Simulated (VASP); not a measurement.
# Converging a slab model of a single sheet of Te2Mo, part 4 of 5

How far does the level below the vacuum of a single sheet of Te2Mo depend on the numerical settings, and how far on the functional?

VASP 6.6.1, plane waves and PAW; the level of theory is named at each step.

So far, highest filled level below the vacuum (eV): step 2 (the base run, PBEsol) 5.00; step 11 (a lower cutoff, ENCUT 210, PBEsol) 4.99; step 12 (a lower cutoff, ENCUT 280, PBEsol) 5.00; step 14 (another smearing width, SIGMA 0.4, PBEsol) 5.00; step 15 (another level, functional LDA, disp none) 5.21.

**16. Another level, functional PBE, disp none**

This step: PBE, no spin polarisation; plane waves and PAW (Te, Mo) (VASP 6.6.1).

Input file INCAR:

```
SYSTEM = Te2Mo
PREC = Normal
ENCUT = 350
EDIFF = 1E-06
NELM = 120
ISMEAR = 0
SIGMA = 0.05
LREAL = .FALSE.
ALGO = Normal
GGA = PE
NBANDS = 15
LASPH = .TRUE.
LORBIT = 11
LWAVE = .FALSE.
LCHARG = .FALSE.
KPAR = 4
IDIPOL = 3
LDIPOL = .TRUE.
DIPOL = 0.5 0.5 0.5
LVHAR = .TRUE.
LVACPOTAV = .TRUE.
```

Input file POSCAR:

```
Te2Mo
1.0
    3.5603917380      0.0000000000      0.0000000000
   -1.7801958690      3.0833896920      0.0000000000
    0.0000000000      0.0000000000     18.5794796398
Te Mo
2 1
Direct
    0.3333333330      0.6666666670      0.5963288450
    0.3333333330      0.6666666670      0.4036711550
    0.6666666670      0.3333333330      0.5000483150
```

Input file KPOINTS:

```
Automatic mesh
0
Gamma
9 9 1
0 0 0
```

PAW data sets: Te and Mo (PBE family, release 64).

Launch:

```
$ mpirun -np 4 vasp_std
```

Output:

```text
[banner, memory and clock lines left out]
running    4 mpi-ranks, on    1 nodes
[...]
LDA part: xc-table for (Slater+PW92), standard interpolation
 POSCAR, INCAR and KPOINTS ok, starting setup
[...]
entering main loop
       N       E                     dE             d eps       ncg     rms          rms(c)
DAV:   1     0.935037651990E+02    0.93504E+02   -0.47527E+03   360   0.637E+02
DAV:   2    -0.103909954134E+02   -0.10389E+03   -0.97719E+02   527   0.140E+02
DAV:   3    -0.185336376378E+02   -0.81426E+01   -0.80459E+01   493   0.465E+01
DAV:   4    -0.187344916823E+02   -0.20085E+00   -0.20067E+00   488   0.896E+00
[...]
DAV:  21    -0.180298862289E+02   -0.77213E-05   -0.56010E-07   345   0.249E-03    0.611E-04
DAV:  22    -0.180298874621E+02   -0.12332E-05   -0.61552E-08   292   0.120E-03    0.405E-04
DAV:  23    -0.180298877925E+02   -0.33041E-06   -0.15136E-08   334   0.402E-04
 [... a notice as in an earlier step ...]

   1 F= -.18029888E+02 E0= -.18029888E+02  d E =-.221219E-12
```

The job ended after 4 s (4 MPI ranks of Intel Xeon 6975P-C (Granite Rapids), shared host; peak memory 0.63 GiB).

Parts of OUTCAR (step 16):

```text
  Total       -0.0485872     -0.0485872      0.5219747     -0.0000000      0.0000000     -0.0000000
  in kB       -0.3816567     -0.3816567      4.1001554     -0.0000000      0.0000000     -0.0000000
  external PRESSURE =       1.1122806 kB  Pullay stress =       0.0000000 kB

 POSITION                                       TOTAL-FORCE (eV/Angst)
 -----------------------------------------------------------------------------------
     -0.00000      2.05559     11.07948        -0.000000      0.000000      0.171286
     -0.00000      2.05559      7.50000         0.000000      0.000000     -0.151980
      1.78020      1.02780      9.29064         0.000000     -0.000000     -0.019306
 -----------------------------------------------------------------------------------
    total drift:                                0.000000     -0.000000      0.000017

  FREE ENERGIE OF THE ION-ELECTRON SYSTEM (eV)
  ---------------------------------------------------
  free  energy   TOTEN  =       -18.0298877925 eV

  energy  without entropy=      -18.0298877925  energy(sigma->0) =      -18.02988779

[... 2 parts as in an earlier step ...]

[... 1 further part left out ...]
[key lines of the parts left out:]
E-fermi :  -0.3974
```

Against the base run its depth below the vacuum changes by -0.08 eV.

**17. Another level, functional RPBE, disp none**

This step: RPBE, no spin polarisation; plane waves and PAW (Te, Mo) (VASP 6.6.1).

Changes to INCAR since step 16:

```diff
@@ -9,3 +9,3 @@
 ALGO = Normal
-GGA = PE
+GGA = RP
 NBANDS = 15
```

POSCAR is that of step 16.

KPOINTS is that of step 16.

Launch:

```
$ mpirun -np 4 vasp_std
```

Output:

```text
[... set-up lines as in an earlier step ...]
 entering main loop
       N       E                     dE             d eps       ncg     rms          rms(c)
DAV:   1     0.943253285250E+02    0.94325E+02   -0.47458E+03   360   0.637E+02
DAV:   2    -0.879650035067E+01   -0.10312E+03   -0.95557E+02   526   0.140E+02
DAV:   3    -0.172447662027E+02   -0.84483E+01   -0.83469E+01   507   0.474E+01
DAV:   4    -0.174612254081E+02   -0.21646E+00   -0.21628E+00   489   0.917E+00
[...]
DAV:  20    -0.168147253047E+02   -0.10068E-04   -0.54685E-07   308   0.341E-03    0.124E-03
DAV:  21    -0.168147311645E+02   -0.58598E-05   -0.46574E-07   351   0.234E-03    0.541E-04
DAV:  22    -0.168147318463E+02   -0.68177E-06   -0.34222E-08   306   0.983E-04
 [... a notice as in an earlier step ...]

   1 F= -.16814732E+02 E0= -.16814732E+02  d E =-.128691E-12
```

It took 4 s on 4 MPI ranks; peak memory 0.65 GiB; 14 s of CPU time.

OUTCAR, selected parts (step 17):

```text
  Total        0.8211183      0.8211183      1.1104609      0.0000000      0.0000000      0.0000000
  in kB        6.4499531      6.4499531      8.7227639      0.0000000      0.0000000      0.0000000
  external PRESSURE =       7.2075567 kB  Pullay stress =       0.0000000 kB

 POSITION                                       TOTAL-FORCE (eV/Angst)
 -----------------------------------------------------------------------------------
     -0.00000      2.05559     11.07948         0.000000      0.000000      0.337109
     -0.00000      2.05559      7.50000         0.000000      0.000000     -0.317648
      1.78020      1.02780      9.29064        -0.000000     -0.000000     -0.019461
 -----------------------------------------------------------------------------------
    total drift:                                0.000000     -0.000000      0.000019

  FREE ENERGIE OF THE ION-ELECTRON SYSTEM (eV)
  ---------------------------------------------------
  free  energy   TOTEN  =       -16.8147318463 eV

  energy  without entropy=      -16.8147318463  energy(sigma->0) =      -16.81473185

[... 2 parts as in an earlier step ...]

[... 1 further part left out ...]
[key lines of the parts left out:]
E-fermi :  -0.2888
```

Against the base run its depth below the vacuum changes by -0.19 eV.

**18. Another level, functional optB88-vdW, disp nonlocal**

This step: optB88-vdW, no spin polarisation; plane waves and PAW (Te, Mo) (VASP 6.6.1).

Changes to INCAR since step 17:

```diff
@@ -9,5 +9,9 @@
 ALGO = Normal
-GGA = RP
+GGA = BO
+AGGAC = 0
+LUSE_VDW = .TRUE.
+PARAM1 = 0.1833333333
+PARAM2 = 0.22
+LASPH = .TRUE.
 NBANDS = 15
-LASPH = .TRUE.
 LORBIT = 11
```

POSCAR is that of step 17.

KPOINTS is that of step 17.

Launch:

```
$ mpirun -np 4 vasp_std
```

Output:

```text
[banner, memory and clock lines left out]
running    4 mpi-ranks, on    1 nodes
[...]
|                                                                             |
|               ----> ADVICE to this user running VASP <----                  |
|                                                                             |
|     You have switched on vdW-DFT.                                           |
|     This routine was written and supplied by Jiri Klimes. We recommend      |
|     that you carefully read and cite the following publications:            |
|       J. Klimes, D.R. Bowler, A. Michelides                                 |
|          J. Phys.: Cond Matt. 22 022201 (2010)                              |
|       J. Klimes, D.R. Bowler, A. Michelides                                 |
|          Phys. Rev. B. 83, 195131 (2011)                                    |
|     and references therein.                                                 |
|                                                                             |

 [... a notice as in an earlier step ...]

 LDA part: xc-table for (Slater+PW92), standard interpolation
 POSCAR, INCAR and KPOINTS ok, starting setup
[...]
entering main loop
       N       E                     dE             d eps       ncg     rms          rms(c)
DAV:   1     0.995573731383E+02    0.99557E+02   -0.47284E+03   360   0.637E+02
DAV:   2    -0.324134858194E+01   -0.10280E+03   -0.95944E+02   519   0.139E+02
DAV:   3    -0.116945611759E+02   -0.84532E+01   -0.83456E+01   500   0.472E+01
DAV:   4    -0.119046946482E+02   -0.21013E+00   -0.20991E+00   482   0.913E+00
[...]
DAV:  23    -0.112583050587E+02    0.39321E-05   -0.48513E-07   366   0.440E-03    0.183E-04
DAV:  24    -0.112583026889E+02    0.23698E-05   -0.40634E-07   372   0.418E-03    0.155E-04
DAV:  25    -0.112583023977E+02    0.29119E-06   -0.14694E-07   306   0.255E-03
 [... a notice as in an earlier step ...]

   1 F= -.11258302E+02 E0= -.11258302E+02  d E =-.365171E-13
```

Wall time 29 s (4 MPI ranks); peak memory 1.3 GiB; 1.9 min of CPU time.

Parts of OUTCAR (step 18):

```text
  Total        0.3677515      0.3677515      1.0351756      0.0000000     -0.0000000      0.0000000
  in kB        2.8887191      2.8887191      8.1313910      0.0000000     -0.0000000      0.0000000
  external PRESSURE =       4.6362764 kB  Pullay stress =       0.0000000 kB

 POSITION                                       TOTAL-FORCE (eV/Angst)
 -----------------------------------------------------------------------------------
     -0.00000      2.05559     11.07948         0.000000     -0.000000      0.310684
     -0.00000      2.05559      7.50000        -0.000000     -0.000000     -0.291255
      1.78020      1.02780      9.29064         0.000000      0.000000     -0.019428
 -----------------------------------------------------------------------------------
    total drift:                               -0.000017      0.000035     -0.000022

  FREE ENERGIE OF THE ION-ELECTRON SYSTEM (eV)
  ---------------------------------------------------
  free  energy   TOTEN  =       -11.2583023977 eV

  energy  without entropy=      -11.2583023977  energy(sigma->0) =      -11.25830240

[... 2 parts as in an earlier step ...]

[... 1 further part left out ...]
[key lines of the parts left out:]
E-fermi :  -0.5973
```

Against the base run its depth below the vacuum changes by +0.19 eV.

**19. Another level, functional r2SCAN, disp none**

This step: r2SCAN, no spin polarisation; plane waves and PAW (Te, Mo) (VASP 6.6.1).

Changes to INCAR since step 18:

```diff
@@ -9,7 +9,3 @@
 ALGO = Normal
-GGA = BO
-AGGAC = 0
-LUSE_VDW = .TRUE.
-PARAM1 = 0.1833333333
-PARAM2 = 0.22
+METAGGA = R2SCAN
 LASPH = .TRUE.
```

POSCAR is that of step 18.

KPOINTS is that of step 18.

Launch:

```
$ mpirun -np 4 vasp_std
```

Output:

```text
[banner, memory and clock lines left out]
running    4 mpi-ranks, on    1 nodes
[...]
[... a notice as in an earlier step ...]

 LDA part: xc-table for (None), standard interpolation
 POSCAR, INCAR and KPOINTS ok, starting setup
[...]
entering main loop
       N       E                     dE             d eps       ncg     rms          rms(c)
DAV:   1     0.328623259578E+02    0.32862E+02   -0.48289E+03   360   0.644E+02
DAV:   2    -0.720768282705E+02   -0.10494E+03   -0.99099E+02   526   0.142E+02
DAV:   3    -0.803029420951E+02   -0.82261E+01   -0.81492E+01   472   0.475E+01
DAV:   4    -0.804819910120E+02   -0.17905E+00   -0.17893E+00   487   0.867E+00
[...]
DAV:  19    -0.777900777493E+02   -0.18014E-04   -0.17956E-06   393   0.113E-02    0.989E-04
DAV:  20    -0.777900840157E+02   -0.62663E-05   -0.63121E-07   359   0.741E-03    0.660E-04
DAV:  21    -0.777900842760E+02   -0.26036E-06   -0.22665E-07   271   0.498E-03
 [... a notice as in an earlier step ...]

   1 F= -.77790084E+02 E0= -.77790084E+02  d E =-.315089E-12
```

The job ended after 10 s (4 MPI ranks; peak memory 0.67 GiB; 38 s of CPU time).

Parts of OUTCAR (step 19):

```text
  Total       -0.1550859     -0.1550859     -0.1870095     -0.0000000      0.0000000     -0.0000000
  in kB       -1.2182126     -1.2182126     -1.4689750     -0.0000000      0.0000000     -0.0000000
  external PRESSURE =      -1.3018001 kB  Pullay stress =       0.0000000 kB

 POSITION                                       TOTAL-FORCE (eV/Angst)
 -----------------------------------------------------------------------------------
     -0.00000      2.05559     11.07948        -0.000000      0.000000     -0.030051
     -0.00000      2.05559      7.50000         0.000000      0.000000      0.049746
      1.78020      1.02780      9.29064         0.000000     -0.000000     -0.019695
 -----------------------------------------------------------------------------------
    total drift:                               -0.000000     -0.000002      0.000037

  FREE ENERGIE OF THE ION-ELECTRON SYSTEM (eV)
  ---------------------------------------------------
  free  energy   TOTEN  =       -77.7900842760 eV

  energy  without entropy=      -77.7900842760  energy(sigma->0) =      -77.79008428

[... 2 parts as in an earlier step ...]

[... 1 further part left out ...]
[key lines of the parts left out:]
E-fermi :  -0.5199
```

Against the base run its depth below the vacuum changes by +0.07 eV.

**20. The series together**

Times are for 4 MPI ranks of Intel Xeon 6975P-C (Granite Rapids), shared host. The series side by side:

```
no.  functional  highest filled level below the vacuum (eV)  time  memory (GiB)
  1         LDA                                       5.207   3 s           0.6
  2         PBE                                       4.923   4 s          0.63
  3        RPBE                                       4.812   4 s          0.65
  4  optB88-vdW                                       5.188  29 s           1.3
  5      r2SCAN                                       5.065  10 s          0.67
```

**21. With spin orbit coupling**

This step: PBEsol, spin-orbit coupling, no spin polarisation; plane waves and PAW (Te, Mo) (VASP 6.6.1).

For heavy elements spin-orbit coupling shifts the highest filled levels.

Changes to INCAR since step 19:

```diff
@@ -9,5 +9,10 @@
 ALGO = Normal
-METAGGA = R2SCAN
+GGA = PS
+LNONCOLLINEAR = .TRUE.
+MAGMOM = 0 0 0 0 0 0 0 0 0
+NBANDS = 30
+GGA_COMPAT = .FALSE.
 LASPH = .TRUE.
-NBANDS = 15
+LSORBIT = .TRUE.
+LMAXMIX = 4
 LORBIT = 11
```

POSCAR is that of step 19.

KPOINTS is that of step 19.

Launch:

```
$ mpirun -np 4 vasp_ncl
```

Output:

```text
[... set-up lines as in an earlier step ...]
 entering main loop
       N       E                     dE             d eps       ncg     rms          rms(c)
DAV:   1     0.912520910407E+02    0.91252E+02   -0.47306E+03  1140   0.646E+02
DAV:   2    -0.103068413780E+02   -0.10156E+03   -0.96712E+02  1664   0.146E+02
DAV:   3    -0.202956368768E+02   -0.99888E+01   -0.98280E+01  1536   0.501E+01
DAV:   4    -0.206241839699E+02   -0.32855E+00   -0.32767E+00  1538   0.106E+01
[...]
DAV:  23    -0.198146928867E+02   -0.51274E-05   -0.21422E-07   958   0.133E-03    0.177E-04
DAV:  24    -0.198146939179E+02   -0.10312E-05   -0.30746E-08   868   0.554E-04    0.115E-04
DAV:  25    -0.198146943155E+02   -0.39752E-06   -0.12620E-08   752   0.343E-04
 [... a notice as in an earlier step ...]

   1 F= -.19814694E+02 E0= -.19814694E+02  d E =-.111317E-10  mag=     0.0000    -0.0000     0.0000
```

Wall time 19 s (4 MPI ranks); peak memory 1.4 GiB; 75 s of CPU time.

(Continued in part 5 of 5.)

[Lines on the potential files, build, host, timing and source positions are cut from VASP's logs without a mark.]

[Logs are printed without paths, hosts, clocks, repeated set-up lines and the standing remarks that a program may print on its own settings, such as how far it seeks lower states.]

[Hosts, paths, dates, database ids (printed as entryN), source tags and the programs' standing remarks are cut or masked in the printed files.]

[In band tables of VASP the shares of atoms and orbitals are scaled to a sum of 1 inside the atoms' spheres.]

[Runs that stopped without an error message from VASP are left out.]
